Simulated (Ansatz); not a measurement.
# ZnSiP2: response to strain

Base system: ZnSiP$_{2}$ in the chalcopyrite structure (space group I-42d, No. 122).

```yaml
crystal:
  lattice:
    - [-2.67644, 2.67644, 5.22279]
    - [2.67644, -2.67644, 5.22279]
    - [2.67644, 2.67644, -5.22279]
  atoms:
    - { symbol: Zn, position: [0.75000, 0.25000, 0.50000] }
    - { symbol: Zn, position: [0.00000, 0.00000, 0.00000] }
    - { symbol: Si, position: [0.25000, 0.75000, 0.50000] }
    - { symbol: Si, position: [0.50000, 0.50000, 0.00000] }
    - { symbol: P, position: [0.13947, 0.12500, 0.51447] }
    - { symbol: P, position: [0.61053, 0.62500, 0.48553] }
    - { symbol: P, position: [0.37500, 0.86053, 0.98553] }
    - { symbol: P, position: [0.87500, 0.38947, 0.01447] }
```

Cartesian axes are those of the cell as printed.

Strains are applied to the cell and any free atomic positions relax; under biaxial strain the out-of-plane vector relaxes too.

All numbers come from Ansatz (a quantum-chemistry and plane-wave program), PBEsol, PAW, cutoff 420 eV, without spin-orbit coupling, earlier PAW set.

Notes on the quantities. energy relative to the base: free energy F; pressure: mean of the normal stresses, compression positive.

| change | shortest interatomic distance | energy relative to the base | pressure | hole mass |
|---|---|---|---|---|
| base | 2.255 Å | 0 meV/atom | 0.00 GPa | 0.16 mₑ along c, 0.37 mₑ across (at Γ) |
| biaxial strain −0.90 %, plane normal [001], relaxed out of plane | 2.250 Å | +1.4 meV/atom | 0.89 GPa | 0.17 mₑ out of plane, 0.38 mₑ in plane (at Γ) |
| biaxial strain −0.63 %, plane normal [001], relaxed out of plane | … | +0.7 meV/atom | 0.61 GPa | 0.17 mₑ out of plane, 0.38 mₑ in plane (at Γ) |
| biaxial strain +0.58 %, plane normal [001], relaxed out of plane | 2.258 Å | +0.5 meV/atom | … | 0.16 mₑ out of plane, 0.37 mₑ in plane (at Γ) |
| biaxial strain +3.72 %, plane normal [001], relaxed out of plane | 2.274 Å | … | -3.05 GPa | … |

Task: Fill in the withheld entries from the trend.

Result: 
- biaxial strain −0.63 %, plane normal [001], relaxed out of plane, shortest interatomic distance: 2.251 Å
- biaxial strain +0.58 %, plane normal [001], relaxed out of plane, pressure: -0.53 GPa
- biaxial strain +3.72 %, plane normal [001], relaxed out of plane, energy relative to the base: +21 meV/atom
- biaxial strain +3.72 %, plane normal [001], relaxed out of plane, hole mass: 0.15 mₑ out of plane, 0.37 mₑ in plane (at Γ)

The levels and masses belong to the bands next to the band gap. Masses are band curvatures over ±0.01 Å⁻¹ around the edge. Whether these cells are dynamically stable was not tested.
